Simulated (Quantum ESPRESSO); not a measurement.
The system is HgTe (Coloradoite).

```
CELL_PARAMETERS angstrom
0.00000 3.21450 3.21450
3.21450 0.00000 3.21450
3.21450 3.21450 0.00000
ATOMIC_POSITIONS crystal
Hg 0.00000 0.00000 0.00000
Te 0.75000 0.75000 0.75000
```

Base run:

* Program: Quantum ESPRESSO 7.5
* Functional: PBEsol
* Potentials or basis: PseudoDojo 0.4.1 SR PBE standard
* Cutoff: 1088 eV
* Density cutoff: 4354 eV
* k mesh: 7 × 7 × 7
* Occupations: fermi-dirac, width 0.05 eV
* Spin: no spin polarisation

Its results: band gap on the k mesh none (metal or under the smearing width); pressure 1.9 GPa.

**Question.** After a change of settings the same cell gave: band gap on the k mesh none (metal or under the smearing width); pressure 4.2 GPa. Which change was it?
A. potentials or basis from PseudoDojo 0.4.1 SR PBE standard to PseudoDojo 0.4 FR PBE standard; spin from no spin polarisation to spin-orbit coupling, no magnetisation
B. functional from PBEsol to optB88-vdW
C. potentials or basis from PseudoDojo 0.4.1 SR PBE standard to GBRV 1.5 PBEsol; cutoff from 1088 eV to 612 eV; density cutoff from 4354 eV to 4898 eV; valence electrons from 36 to 18
D. functional from PBEsol to BLYP

**Answer.** B.

Caveats: the potentials were made for another functional, which shifts forces and pressure.

Not every run made on this cell is shown here.
